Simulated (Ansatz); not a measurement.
**W: ideal shear of a crystal plane**

These are results of DFT PBE, scalar-relativistic, plane waves, PAW (Ansatz 0.2.0), not measurements. Cutoff 420 eV, Γ-centred 22×22×7 k-points, Gaussian smearing of 0.15 eV. Spin–orbit coupling is left out, which can shift energies with elements as heavy as these. No spin polarisation. Energies are free energies at this smearing, counted from the undisturbed cell; pressure is positive in compression.

Reference structure (relaxed at this level; with this scan's settings it stands at 0.1 GPa):

```xyz
4
Lattice="-1.5918 1.5918 -1.5918 -1.5918 -1.5918 1.5918 0.0000 6.3671 6.3671" Properties=species:S:1:pos:R:3 pbc="T T T"
W     0.0000    5.5712    5.5712
W    -1.5918    0.7959    0.7959
W     0.0000    2.3877    2.3877
W    -1.5918    3.9794    3.9794
```

The cut lies on the cell's a–b face, a (0 1 1) plane (indices in the standard cell, whose axes needn't be the Cartesian ones shown) of area 7.17 Å², between layers 2.25 Å apart. Vector c is tilted by f times 1·a − 1·b (length 4.502 Å) with the atoms' Cartesian places fixed: one unrelaxed fault a cell. The traction is dγ/du, the slope of γ against the slip u in Å. Some rows repeat others by symmetry and weren't run.

| f | γ (mJ/m²) | traction (GPa) |
| --- | --- | --- |
| 0.0000 | 0 | 0.0 |
| 0.0833 | 467 | 22.1 |
| 0.1667 | 1269 | 15.4 |
| 0.2500 | 1713 | 14.6 |
| 0.3333 | 2724 | 39.8 |
| 0.4167 | 4368 | 40.3 |
| 0.5000 | 5210 | 0.0 |
| 0.5833 | 4368 | -40.3 |
| 0.6667 | 2724 | -39.8 |
| 0.7500 | 1713 | -14.6 |
| 0.8333 | 1269 | -15.4 |
| 0.9167 | 467 | -22.1 |

**Question.** Read off the first barrier and the stress needed to climb it, and compare with Frenkel's sinusoid.

**Answer.** The first sampled maximum lies at f = 0.500, a slip of 2.25 Å, with γ ≈ 5210 mJ/m², which stands in for the unstable fault energy γ_us, and the steepest sampled slope before it is 40.3 GPa. A sinusoid γ = γ_us sin²(πu/λ) with its maximum there has λ = 4.50 Å and a largest slope πγ_us/λ = 36.4 GPa (1 mJ/m² per Å = 0.01 GPa).

**Question.** Is there a metastable fault on this line?

**Answer.** Apart from points where γ returns to about zero, no local minimum shows among the samples, so at this sampling the line offers no fault for a dislocation to split on; a fault can still lie off the line.

The cut is rigid; relaxing the faces lowers these energies and usually the stresses.

In a metal these slopes depend on the k mesh and the smearing.

Cost: 7 runs of about 7.4 core-minutes in all, on AMD EPYC 7R32 (Zen 2) (shared hosts).